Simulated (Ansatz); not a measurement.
# Au (Im-3m) in Ansatz: notebook, part 2 of 2

Ansatz 0.2.0.

**5. Relaxation of cell and atoms, r2SCAN, target pressure 10 GPa, at which the enthalpy is minimised**

The input, input.yaml:

```yaml
crystal:
  lattice:
    - [-1.657269, 1.657269, 1.657269]
    - [1.657269, -1.657269, 1.657269]
    - [1.657269, 1.657269, -1.657269]
  atoms:
    - { symbol: Au, position: [0.0, 0.0, 0.0] }
hamiltonian:
  xc: r2scan
  pseudopotentials: { kind: paw }
kpoints:
  mp_grid: { grid: [11, 11, 11] }
scf:
  occupations: { method: fermi_dirac, width: 0.05 }
output:
  forces: true
  stress: true
  eigenvalues: true
relax:
  f_tol: 0.01
  max_steps: 40
  cell: { stress_tol: 0.05, p_target: 10.0 }
```

Potentials or basis: Ansatz PAW.

Started as:

```sh
> ansatz run input.yaml --threads 2 --pin off --max-ram 5632MiB --backend cpu --events-out ev --progress --plain --runs-dir out
```

The log of the run:

```text
Warning: RAYON_NUM_THREADS=2 ignored (pool sized by the plan → 2); use --threads N
Engine: ansatz 0.2.0, x86_64-unknown-linux-gnu
Pseudopotentials: kind: paw
Pseudopotential: Au, paw, valence charge 19, recommended cutoff 500 eV (meta_gga), Au.paw.azcp
Functional definition: r2SCAN
  parameter k0 = 0.174
  parameter k1 = 0.065
  parameter a1 = 4.9479
  exchange = r2scan_x(k0 = k0, k1 = k1, a1 = a1)
  correlation = r2scan_c
Crystal: 1 atoms, lattice volume = 18.207 Å³
Basis set: ecut = 500 eV, 459 PW (Γ), exchange–correlation on 96×96×96 points (64 copies of the dense FFT grid, shifted against one another)
Bands: 14, of which v1, the nominal top of the filled ones, is band 10 counted from 1 (9 counted from 0)
Symmetry: 48 space group operations
Space group: Im-3m (ITA 229), of the structure as read, at distance tolerance 2.6e-5 Å
k-points: 56 of 1331
Non-local potential: Au, projectors of the file, l = 0: 3, l = 1: 2, l = 2: 2, l = 3: 1
PAW form: soft (Blöchl's): semilocal exchange-correlation on the pseudo side does not see the compensation charge
PAW frozen core: Au, regenerated for the run's functional (the file was generated under x = pbe(κ = 0.804, μ = 0.2195149727645171), c = pbe(β = 0.06672455060314922))
PAW one-centre angular grid: Au, 590 points (default); XC on 160 Gauss nodes
Initial density: superposition of atomic densities (neutral atoms: chi_scale 0, normalization atom), corrected by the library's trained network
Initial wavefunctions: pseudopotential atomic-orbital guess
Functional: x = r2scan, c = r2scan; τ floored in thin density (d = 2e-4 eV/Å³)
SCF iter   1: F=—  HF=-13163.487450 eV  |F-HF|=—  |Δ(HF+E_count)|=         —  Δρ=1.58e-2  dr2=4.83e-2  dr2_τ=3.35e-3  ethr=1.77e-3  ⟨swp⟩=5.3  Hψ=4128  notcnv=0
preconditioner: auto → Kerker (q_TF=auto, 2.748 Å⁻¹)  [metal: Δε(μ)=0.048 eV  Ē_g=16.459 eV  σ=0.050 eV  W_gap=0.23  n_scr=12 (ndim 8)  ℏωp=28.9 eV  f_vac=0.000  D(μ)=0.71/eV (n_scr^D=0)]
SCF iter   2: F=—  HF=-13163.476700 eV  |F-HF|=—  |Δ(HF+E_count)|=   1.08e-2  Δρ=6.16e-3  dr2=6.73e-3  dr2_τ=1.25e-3  ethr=2.54e-4  ⟨swp⟩=2.0  Hψ=1461  notcnv=0  defer=20
SCF iter   3: F=—  HF=-13163.477337 eV  |F-HF|=—  |Δ(HF+E_count)|=   6.38e-4  Δρ=2.32e-3  dr2=7.91e-4  dr2_τ=3.22e-5  ethr=3.54e-5  ⟨swp⟩=2.3  Hψ=1212  notcnv=0  defer=20
SCF iter   4: F=—  HF=-13163.477635 eV  |F-HF|=—  |Δ(HF+E_count)|=   2.98e-4  Δρ=6.78e-4  dr2=5.18e-5  dr2_τ=5.25e-6  ethr=4.16e-6  ⟨swp⟩=2.1  Hψ=1245  notcnv=0  defer=20
SCF iter   5: F=—  HF=-13163.477653 eV  |F-HF|=—  |Δ(HF+E_count)|=   1.87e-5  Δρ=1.71e-4  dr2=6.21e-6  dr2_τ=3.04e-7  ethr=2.72e-7  ⟨swp⟩=2.0  Hψ=1096  notcnv=0  defer=20
SCF iter   6: F=—  HF=-13163.477655 eV  |F-HF|=—  |Δ(HF+E_count)|=   1.09e-6  Δρ=3.41e-5  dr2=2.17e-7  dr2_τ=4.48e-9  ethr=3.27e-8  ⟨swp⟩=2.0  Hψ=1061  notcnv=0  defer=20
SCF iter   7: F=-13163.477655 eV  HF=-13163.477655 eV  |F-HF|=1.34e-9  |Δ(HF+E_count)|=   1.07e-8  Δρ=2.48e-6  dr2=5.61e-10  dr2_τ=2.77e-10  ethr=5.26e-10  ⟨swp⟩=6.1  Hψ=3394  notcnv=0
SCF 1 converged in 7 iterations: F = -13163.477655 eV  dr2 = 5.61e-10
relax step   1: F+E_penalty+E_count = -13163.47765461 eV  Δ(F+E_penalty+E_count) = +0.000e0 eV  max|allowed force component| = 0.000e0 eV/Å  Δτ_max = 0.0000 Å  P = -4.147 GPa  Ω = 18.207 Å³  (7 SCF iters, dr2 threshold 1.00e-7 eV, accepted)
Crystal: 1 atoms, lattice volume = 15.672 Å³
Basis set: ecut = 500 eV, 381 PW (Γ), exchange–correlation on 96×96×96 points (64 copies of the dense FFT grid, shifted against one another)
Initial density: handed on by an earlier stage of this run
Initial wavefunctions: those handed on with the density
iter 1 solved again at ethr=1.35e-4 eV; its pass at ethr=3.10e-3 eV (dr2=2.57e-2 eV) is discarded
[... 37 lines left out ...]
preconditioner: auto → Kerker (q_TF=auto, 2.788 Å⁻¹)  [metal: Δε(μ)=0.015 eV  Ē_g=17.256 eV  σ=0.050 eV  W_gap=0.07  n_scr=12 (ndim 8)  ℏωp=30.2 eV  f_vac=0.000  D(μ)=0.82/eV (n_scr^D=12)]
SCF iter   2: F=—  HF=-13163.456725 eV  |F-HF|=—  |Δ(HF+E_count)|=   4.99e-6  Δρ=1.50e-5  dr2=1.56e-8  dr2_τ=3.04e-8  ethr=3.28e-9  ⟨swp⟩=2.3  Hψ=1159  notcnv=0
SCF iter   3: F=-13163.456725 eV  HF=-13163.456725 eV  |F-HF|=5.77e-9  |Δ(HF+E_count)|=   2.10e-8  Δρ=8.79e-6  dr2=6.21e-9  dr2_τ=7.22e-10  ethr=7.98e-11  ⟨swp⟩=3.9  Hψ=2222  notcnv=0
SCF 5 converged in 3 iterations: F = -13163.456725 eV  dr2 = 6.21e-9
relax step   5: F+E_penalty+E_count = -13163.45672477 eV  Δ(F+E_penalty+E_count) = +3.954e-4 eV  max|allowed force component| = 0.000e0 eV/Å  Δτ_max = 0.0000 Å  P = +10.000 GPa  Ω = 16.678 Å³  energy of the carried Pulay correction = +7.171e-4 eV  (3 SCF iters, dr2 threshold 1.52e-8 eV, accepted)
Initial wavefunctions: pseudopotential atomic-orbital guess (no wavefunctions were taken with the density)
iter 1 solved again at ethr=5.38e-9 eV; its pass at ethr=3.10e-3 eV (dr2=1.02e-6 eV) is discarded
SCF iter   1: F=—  HF=-13163.456138 eV  |F-HF|=—  |Δ(HF+E_count)|=         —  Δρ=2.10e-4  dr2=7.69e-7  dr2_τ=6.92e-6  ethr=5.38e-9  ⟨swp⟩=3.8  Hψ=6517  notcnv=0
preconditioner: auto → Kerker (q_TF=auto, 2.788 Å⁻¹)  [metal: Δε(μ)=0.014 eV  Ē_g=17.256 eV  σ=0.050 eV  W_gap=0.07  n_scr=12 (ndim 8)  ℏωp=30.2 eV  f_vac=0.000  D(μ)=0.82/eV (n_scr^D=12)]
SCF iter   2: F=—  HF=-13163.456140 eV  |F-HF|=—  |Δ(HF+E_count)|=   1.78e-6  Δρ=1.11e-4  dr2=2.13e-7  dr2_τ=3.79e-7  ethr=4.05e-9  ⟨swp⟩=2.3  Hψ=1172  notcnv=0
SCF iter   3: F=—  HF=-13163.456141 eV  |F-HF|=—  |Δ(HF+E_count)|=   5.74e-7  Δρ=5.99e-6  dr2=7.24e-10  dr2_τ=2.20e-9  ethr=1.12e-9  ⟨swp⟩=2.0  Hψ=1227  notcnv=0
SCF iter   4: F=—  HF=-13163.456141 eV  |F-HF|=—  |Δ(HF+E_count)|=   7.86e-9  Δρ=5.85e-7  dr2=6.99e-12  dr2_τ=1.25e-11  ethr=1.00e-12  ⟨swp⟩=4.5  Hψ=4020  notcnv=0
SCF iter   5: F=-13163.456141 eV  HF=-13163.456141 eV  |F-HF|=5.46e-12  |Δ(HF+E_count)|=  1.18e-10  Δρ=1.03e-7  dr2=5.44e-13  dr2_τ=1.31e-13  ethr=1.00e-12  ⟨swp⟩=5.0  Hψ=2900  notcnv=0
SCF 6 converged in 5 iterations: F = -13163.456141 eV  dr2 = 5.44e-13
relax step   6: F+E_penalty+E_count = -13163.45614064 eV  Δ(F+E_penalty+E_count) = +5.841e-4 eV  max|allowed force component| = 0.000e0 eV/Å  Δτ_max = 0.0000 Å  P = +9.973 GPa  Ω = 16.678 Å³  stress off target by 2.74e-2 GPa  SCF on the basis re-selected at this cell (its energy is not comparable with the rows above)  (5 SCF iters)
basis re-selected at this cell: Δ(F+E_penalty+E_count) = +5.841e-4 eV, ΔP = -0.027 GPa vs the last step (what re-selecting the basis moved, of the pressure what is left beyond the Pulay correction that the steps carried, after the strain that the cell walked since its last selection, with what the two solves' SCF thresholds leave and, on support functions, any second-order correction that the steps lacked; it is no measure of the basis error at this ecutwfc). This SCF's stress stands 2.74e-2 GPa from its target on what of the cell is left free (relax.cell.stress_tol is 5.00e-2 GPa) and its largest allowed force component is 0.00e0 eV/Å (relax.f_tol is 1.00e-2 eV/Å): within both
SCF converged after 5 iterations
Free energy (F): -13163.456141 eV
Harris-Foulkes:  -13163.456141 eV  (|F-HF|=5.46e-12)
Internal energy: -13163.450299 eV  (E = F + TS)
E sigma→0 (E₀):  -13163.453220 eV
Entropy (-TS):   -0.005842 eV (-5.842 meV/atom)
Fermi energy:    20.985546 eV
--- Per-component energies (eV) ---
  E_band       = -216.703310
  E_kinetic    = 606.576749
  E_local      = -1677.518734  (includes V_loc(G=0)·N_el)
  E_nonlocal   = 75.779874
  E_hartree    = 720.156868
  E_xc         = -218.591067
  E_vxc        = -307.445213  (∫ρ·V_xc dr)
  E_paw        = -9731.271705  (= ΣΔE_a)
  E_vpaw       = -375.354109  (= ΣTr[D̂ρ^β])
  E_aug_tail   = 0.000768  (compensation charges beyond the density's cutoff)
  E_vtau       = 20.943635  (kinetic-family band-sum trace: ∫τ·v_τ [+ j·A + Jᵃ·Aᵃ] dr)
  E_ewald      = -2938.406728
  E_core_change = -0.176324  (= ΣΔE_core)
  E_smearing   = -0.005842  (= −TS)
  E_closure    = -0.000000  (closes the sum)
  Σ components = -13163.456141   (vs F -13163.456141, Δ=0.00e0)
--- Forces (eV/Å), atoms counted from 1 ---
  atom   1  Au     0.00000000     0.00000000    -0.00000000
  max |Σ_I F_I| component: 2.10e-30 eV/Å
--- Stress (GPa, compression-positive) ---
        9.972619      -0.000000      -0.000000
       -0.000000       9.972619      -0.000000
        0.000000      -0.000000       9.972619
  P = ⅓ Tr σ = 9.9726 GPa (99.726 kbar)
--- Band table (eV; the first three rows and the last of 56) ---
  k-point 0: bands = ["-86.6456", "-37.3954", "-37.3954", "-37.3954", "10.7885", "15.8203", "15.8203", "15.8203", "17.8731", "17.8731", "38.3290", "38.3290", "38.3290", "46.7807"]
  k-point 1: bands = ["-86.6443", "-37.4167", "-37.4031", "-37.3951", "11.1102", "15.7181", "15.8300", "16.0516", "17.7550", "17.8803", "38.2853", "38.3917", "38.7434", "44.1634"]
  k-point 2: bands = ["-86.6408", "-37.4736", "-37.4237", "-37.3944", "11.9878", "15.4538", "15.8620", "16.7114", "17.5634", "17.9069", "36.7398", "37.8966", "39.8983", "42.2462"]
  k-point 55: bands = ["-86.6161", "-37.5964", "-37.5936", "-37.5936", "13.8211", "13.8511", "18.9495", "18.9495", "19.0724", "26.6199", "28.1883", "28.1883", "32.5323", "38.0166"]
--- Relaxed structure (5 steps of the walk, 5 accepted, 1 SCFs on fresh bases) ---
  F+E_penalty+E_count = -13163.45614064 eV   max|allowed force component| = 0.000e0 eV/Å   (the final SCF, on the basis selected at the relaxed cell)
  cell:  # Å, volume = 16.6783 Å³
    - [-1.6095223668203271, 1.6095223668203271, 1.6095223668203271]
    - [1.6095223668203271, -1.6095223668203271, 1.6095223668203271]
    - [1.6095223668203271, 1.6095223668203271, -1.6095223668203271]
  atoms:
    - { symbol: Au, position: [0.0, 0.0, 0.0] }
```

Run time: 9.2 s. Hardware: 2 threads of Intel Xeon Platinum 8375C at 2.90GHz (Ice Lake), shared host; peak memory 0.39 GiB.

What came out:

```yaml
Free_energy: -13163.4561 eV
Relaxed_volume: 16.68 Å³/atom
Relaxed_cell: a = 2.788 Å, b = 2.788 Å, c = 2.788 Å, α = 109.47°, β = 109.47°, γ = 109.47°
Space_group_after_relaxing_to_0.05_Å: Im-3m (No. 229)
Energy_change_on_relaxing_the_enthalpy_is_what_falls: +21.5 meV/atom
Ionic_steps: 6
Pressure_after_relaxing: 10.0 GPa
Band_gap_on_the_k_mesh: none (metal or under the smearing width)
```

The path:
| step | energy change (eV) | largest force (eV/Å) | volume (Å³) |
| --- | --- | --- | --- |
| 1 | 0.0000 | 0.0000 | 18.21 |
| 2 | 0.1272 | 0.0000 | 15.67 |
| 3 | 0.0099 | 0.0000 | 16.88 |
| 4 | 0.0205 | 0.0000 | 16.68 |
| 5 | 0.0209 | 0.0000 | 16.68 |
| 6 | 0.0215 | 0.0000 | 16.68 |

Final structure:
```yaml
crystal:
  lattice:
    - [-1.60952, 1.60952, 1.60952]
    - [1.60952, -1.60952, 1.60952]
    - [1.60952, 1.60952, -1.60952]
  atoms:
    - { symbol: Au, position: [0.00000, 0.00000, 0.00000] }
```

Caveat: the plane-wave basis is chosen anew once the cell has moved, so the energies of steps on either side of that aren't comparable; the PAW data sets come from PBE, with cores solved anew for the run's functional, which leaves a small shift of forces and pressure. Spin-orbit coupling is left out, which matters for the levels of Au.

**6. Summary**

| cell | target pressure (GPa) | gap on the mesh (eV) | pressure (GPa) |
| --- | --- | --- | --- |
| relaxed | 0 | none | 0.0 |
| relaxed to 2 GPa | 2 | none | 2.0 |
| relaxed to 5 GPa | 5 | none | 5.0 |
| relaxed to 10 GPa | 10 | none | 10.0 |

Alike in all rows: task relaxation of cell and atoms; level r2SCAN; potentials or basis Ansatz PAW; no spin polarisation; k mesh 11 × 11 × 11; cutoff (eV) 500; smearing fermi-dirac 0.05 eV.

Caveats: the plane-wave basis is chosen anew once the cell has moved, so the energies of steps on either side of that aren't comparable; the PAW data sets come from PBE, with cores solved anew for the run's functional, which leaves a small shift of forces and pressure.

Absolute energies hang on the potentials; compare differences alone.
